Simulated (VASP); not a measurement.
Cl: relaxation of cell and atoms with PBE

Cl:

```
Cl
1.0
     3.14500   -2.25000    0.00000
     3.14500    2.25000    0.00000
     0.00000    0.00000    8.21000
Cl
4
Direct
  0.37000 0.63000 0.40000
  0.13000 0.87000 0.90000
  0.63000 0.37000 0.60000
  0.87000 0.13000 0.10000
```

```json
{
  "Program": "VASP 6.6.1",
  "Task": "relaxation of cell and atoms",
  "Functional": "PBE",
  "Potentials or basis": "VASP PAW PBE potentials, release 64 (Cl)",
  "Cutoff": "600 eV",
  "k mesh": "6 × 6 × 4",
  "Occupations": "gaussian, width 0.02 eV",
  "Spin": "no spin polarisation",
  "Ladder": "gaps",
  "Further INCAR settings": "ALGO = Normal; EDIFF = 1e-06; IBRION = 2; EDIFFG = -0.01; NSW = 60; ISIF = 3"
}
```

```
Relaxed volume                         : 35.20 Å³/atom
Relaxed cell                           : a = 4.470 Å, b = 4.470 Å, c = 8.354 Å, α = 90.00°, β = 90.00°, γ = 57.49°
Space group after relaxing (to 0.05 Å) : Cmce (No. 64)
Energy gained by relaxing              : 19.2 meV/atom
Ionic steps                            : 35
Pressure after relaxing                : 0.0 GPa
Largest force after relaxing           : 0.004 eV/Å
Band gap on the k mesh                 : 2.41 eV, direct
```

Forces in eV/Å, atoms in the order of the input:
```
Cl   0.000  0.003  0.003
Cl   0.000 -0.003  0.003
Cl   0.000 -0.003 -0.003
Cl   0.000  0.003 -0.003
```

Stress tensor (GPa, compression positive):
```
-0.04  0.00  0.00
 0.00  0.04  0.00
 0.00  0.00  0.04
```

Step by step:
```
step  energy change (eV)  largest force (eV/Å)  pressure (GPa)  volume (Å³)
   1              0.0000                0.1742            0.33       116.19
   2             -0.0106                0.1715            0.86       117.19
   3             -0.0112                0.2680            1.04       117.52
   4             -0.0168                0.2523            0.97       118.40
   5             -0.0312                0.2045            0.74       121.05
   6             -0.0516                0.1097            0.36       126.44
   7             -0.0670                0.1008           -0.22       137.54
   8             -0.0671                0.1190           -0.26       138.56
   9             -0.0682                0.1508            0.15       140.47
  10             -0.0689                0.0486           -0.01       139.74
  11             -0.0694                0.0421           -0.02       140.06
  12             -0.0707                0.0254           -0.05       141.03
  13             -0.0722                0.0167           -0.12       142.93
  14             -0.0711                0.1121           -0.25       146.64
  15             -0.0725                0.0432           -0.16       144.02
  16             -0.0728                0.0179           -0.05       144.11
  17             -0.0729                0.0274           -0.04       144.13
  18             -0.0731                0.0216           -0.04       144.07
  19             -0.0737                0.0112           -0.06       143.90
  20             -0.0745                0.0250           -0.08       143.55
  21             -0.0744                0.0903           -0.13       142.78
  22             -0.0748                0.0534           -0.10       143.23
  23             -0.0750                0.0256           -0.04       142.97
  24             -0.0751                0.0220            0.01       142.75
  25             -0.0752                0.0204            0.02       142.63
  26             -0.0756                0.0195            0.00       142.28
  27             -0.0759                0.0312           -0.02       141.56
  28             -0.0759                0.0360           -0.02       141.37
  29             -0.0761                0.0222            0.06       141.10
  30             -0.0761                0.0232            0.06       141.09
  31             -0.0763                0.0167            0.05       141.05
  32             -0.0766                0.0153            0.00       140.95
  33             -0.0764                0.0557           -0.09       140.74
  34             -0.0767                0.0244           -0.02       140.90
  35             -0.0767                0.0037            0.01       140.80
```

Final structure:
```
Cl
1.0
     3.91956   -2.14996    0.00000
     3.91956    2.14996    0.00000
     0.00000    0.00000    8.35411
Cl
4
Direct
  0.38788 0.61212 0.39419
  0.11212 0.88788 0.89419
  0.61212 0.38788 0.60581
  0.88788 0.11212 0.10581
```

Levels at points of the mesh, in eV from the valence-band top:
| k point | band 10 | band 11 | band 12 | band 13 | band 14 | band 15 | band 16 | band 17 | band 18 |
| --- | --- | --- | --- | --- | --- | --- | --- | --- | --- |
| (0.00, 0.00, 0.00) | -2.54 | -0.78 | -0.34 | -0.20 | 0.00 | 2.41 | 3.16 | 6.18 | 7.00 |
| (0.50, 0.00, 0.00) | -2.77 | -0.53 | -0.53 | -0.30 | -0.30 | 2.99 | 2.99 | 7.94 | 7.94 |
| (0.50, 0.50, 0.00) | -2.62 | -0.85 | -0.83 | -0.21 | -0.04 | 2.48 | 3.11 | 8.42 | 8.98 |
| (0.00, 0.00, 0.50) | -2.57 | -0.58 | -0.58 | -0.16 | -0.16 | 2.73 | 2.73 | 6.72 | 6.72 |
| (0.50, 0.00, 0.50) | -2.79 | -0.37 | -0.37 | -0.14 | -0.14 | 2.80 | 2.80 | 8.11 | 8.11 |
| (0.50, 0.50, 0.50) | -2.64 | -0.60 | -0.60 | -0.42 | -0.42 | 2.76 | 2.76 | 9.03 | 9.03 |

Run time: 6.7 min on 2 MPI ranks on Intel(R) Xeon(R) 6975P-C (Granite Rapids), on a shared host, peak memory 0.27 GiB a rank.

Caveat: the volume moved by over 15 % at a fixed basis, so the end points are rough; the volume moved by +21 % from the deposited cell, more than functionals usually miss. A k mesh can miss the band edges.
